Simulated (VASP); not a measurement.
# KBr: molecular dynamics with a thermostat

KBr, Pm-3m (no. 221), 8 atoms in the cell. PBE, molecular dynamics; PAW potentials Br, K_pv (PBE set).

Ensemble: Nose-Hoover chain; Target temperature (K): 600.

## Input

INCAR:
```
GGA = PE ; PREC = Normal
ENCUT = 220 ; EDIFF = 1E-6
NELMIN = 4 ; NELM = 60
ALGO = Normal ; LREAL = Auto
LASPH = True ; ISMEAR = 0
SIGMA = 0.05 ; ISYM = 0
LWAVE = False ; LCHARG = False
IBRION = 0 ; NSW = 60
POTIM = 2.0 ; TEBEG = 600
ISIF = 2 ; RANDOM_SEED = 575740 0 0
MDALGO = 4 ; NHC_NCHAINS = 3
NHC_PERIOD = 30 ; KPAR = 2
```

KPOINTS:
```
k-points
0
Gamma
  3 3 1
```

POSCAR:
```
KBr
1.0
    4.0434990000      0.0000000000      0.0000000000
    0.0000000000      4.0434990000      0.0000000000
    0.0000000000      0.0000000000     16.1739960000
Br K
4 4
Direct
    0.5000000000      0.5000000000      0.1250000000
    0.5000000000      0.5000000000      0.3750000000
    0.5000000000      0.5000000000      0.6250000000
    0.5000000000      0.5000000000      0.8750000000
    0.0000000000      0.0000000000      0.0000000000
    0.0000000000      0.0000000000      0.2500000000
    0.0000000000      0.0000000000      0.5000000000
    0.0000000000      0.0000000000      0.7500000000
```

Commands:
```
cat potpaw_PBE.64/Br/POTCAR potpaw_PBE.64/K_pv/POTCAR > POTCAR
mpirun -np 2 vasp_std > vasp.out
```

## Result

- Mean temperature (K): 395
- Rise of the mean potential energy above the start (meV/atom): 34.5
- Electronic steps per ionic step after the first: 4.1

Course of the run:

| Time (fs) | Temperature (K) | Potential energy less the first (meV/atom) |
|---|---|---|
| 2 | 600 | 0.0 |
| 12 | 584 | 1.8 |
| 20 | 550 | 5.7 |
| 30 | 487 | 13.2 |
| 38 | 427 | 20.7 |
| 48 | 351 | 30.8 |
| 56 | 298 | 38.5 |
| 66 | 253 | 46.6 |
| 74 | 241 | 51.1 |
| 84 | 261 | 54.0 |
| 92 | 304 | 54.5 |
| 102 | 374 | 53.8 |
| 110 | 426 | 53.3 |
| 120 | 469 | 54.1 |

REPORT:
```
MDALGO =   4
           NHC_NCHAINS =   3
            NHC_PERIOD =    30
            NHC_NRESPA =    1
                NHC_NS =  1
               SCALING =       0
                 CNEXP =     9.000   14.000
           RANDOM_SEED =            575740                0                0

   original number of atomic DOF:         21
   number of independent constraints:      0
   number of active DOF:                  21

========================================
         MD step No.       1
========================================

  Atomic velocities initialized by STEP_tb

  >Nose-Hoover_chains
                       xs       vs(fs^-1)
   nhc_s>   0.99452087E-11   0.19888346E-10
   nhc_s>  -0.13889371E-03  -0.27779707E-03
   nhc_s>  -0.13888889E-03  -0.27773919E-03

  >Energies
                    E_tot             E_pot             E_kin               EPS                ES
   e_b>   -0.23534083E+02   -0.24076979E+02    0.54289534E+00    0.14361312E-04   -0.14362548E-04

  >Temperature
               T_sim     T_inst
   tmprt>    600.000    600.000

           RANDOM_SEED =            575740               48                0

[... steps left out ...]

========================================
         MD step No.      60
========================================

  >Nose-Hoover_chains
                       xs       vs(fs^-1)
   nhc_s>  -0.54342073E+00  -0.46377546E-02
   nhc_s>   0.46825856E+00   0.43324941E-01
   nhc_s>  -0.67931598E+00   0.27470454E-01

  >Energies
                    E_tot             E_pot             E_kin               EPS                ES
   e_b>   -0.23534035E+02   -0.23644498E+02    0.42445570E+00    0.28696147E+00   -0.60095370E+00

  >Temperature
               T_sim     T_inst
   tmprt>    600.000    469.102

           RANDOM_SEED =            575740               48                0
```

OSZICAR:
```
N       E                     dE             d eps       ncg     rms          rms(c)
DAV:   1     0.279181684275E+03    0.27918E+03   -0.15386E+04   354   0.775E+02
DAV:   2    -0.309536356251E+01   -0.28228E+03   -0.27660E+03   437   0.219E+02
DAV:   3    -0.246359392186E+02   -0.21541E+02   -0.21524E+02   346   0.582E+01
DAV:   4    -0.248815557633E+02   -0.24562E+00   -0.24541E+00   411   0.730E+00
DAV:   5    -0.248838293898E+02   -0.22736E-02   -0.22734E-02   396   0.730E-01    0.485E+00
DAV:   6    -0.241702581812E+02    0.71357E+00   -0.13790E+00   375   0.405E+00    0.351E+00
DAV:   7    -0.240617054039E+02    0.10855E+00   -0.70007E-01   399   0.347E+00    0.171E+00
DAV:   8    -0.240749599461E+02   -0.13255E-01   -0.50609E-02   362   0.117E+00    0.174E-01
DAV:   9    -0.240761445904E+02   -0.11846E-02   -0.12892E-03   411   0.182E-01    0.102E-01
DAV:  10    -0.240769174188E+02   -0.77283E-03   -0.76972E-04   342   0.160E-01    0.227E-02
DAV:  11    -0.240769772670E+02   -0.59848E-04   -0.10153E-04   412   0.585E-02    0.614E-03
DAV:  12    -0.240769783739E+02   -0.11070E-05   -0.76643E-06   375   0.139E-02    0.279E-03
[... left out ...]
     58 T=   455. E= -.23529734E+02 F= -.23648726E+02 E0= -.23648726E+02  EK= 0.41641E+00 SP= -.59E+00 SK= 0.30E+00
     59 T=   463. E= -.23529943E+02 F= -.23646928E+02 E0= -.23646928E+02  EK= 0.42290E+00 SP= -.60E+00 SK= 0.29E+00
[... last step whole ...]
       N       E                     dE             d eps       ncg     rms          rms(c)
DAV:   1    -0.236444959619E+02    0.24317E-02   -0.24839E-03   289   0.100E+00    0.191E-03
DAV:   2    -0.236444984247E+02   -0.24628E-05   -0.26211E-05   402   0.199E-02    0.136E-03
DAV:   3    -0.236444984041E+02    0.20556E-07   -0.15188E-07   195   0.188E-03    0.879E-04
DAV:   4    -0.236444983871E+02    0.17022E-07   -0.42822E-08   171   0.101E-03
     60 T=   469. E= -.23530138E+02 F= -.23644498E+02 E0= -.23644498E+02  EK= 0.42835E+00 SP= -.60E+00 SK= 0.29E+00
```

Limits: 120 fs of 8 atoms are too short for converged averages; the cell is only 4.0 Å across, so each atom moves in step with near copies of itself.

VASP 6.6.1 took 210 s on 2 cores (Intel Xeon Platinum 8375C @ 2.90GHz (Ice Lake)), a shared host.
